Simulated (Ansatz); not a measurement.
**Zn in Ansatz: the effect of functional**

Zn:

```
Zn
1.0
    -1.58968    1.58968    1.58968
     1.58968   -1.58968    1.58968
     1.58968    1.58968   -1.58968
Zn
1
Direct
  0.00000 0.00000 0.00000
```

This isn't the form of Zn at room conditions, which is hcp.

The cell isn't the ideal one: volume scaled by 1.04.

Alike in all runs:

```yaml
Program: Ansatz 0.2.0
Task: single point
Potentials_or_basis: Ansatz PAW
k_mesh: 12 × 12 × 12
Occupations: fermi-dirac, width 0.05 eV
Spin: no spin polarisation
```

One run gave: pressure -9.8 GPa. Which functional did it use?
A. LDA
B. PBEsol
C. r2SCAN

A.

```tsv
functional	cutoff	pressure (GPa)
LDA	420 eV (not typed: the program's choice for these potentials)	-9.8
PBEsol	420 eV (not typed: the program's choice for these potentials)	-7.0
r2SCAN	500 eV (not typed: the program's choice for these potentials)	-6.9
```

Caveats: the PAW data sets come from PBE, with cores solved anew for the run's functional, which leaves a small shift of forces and pressure.
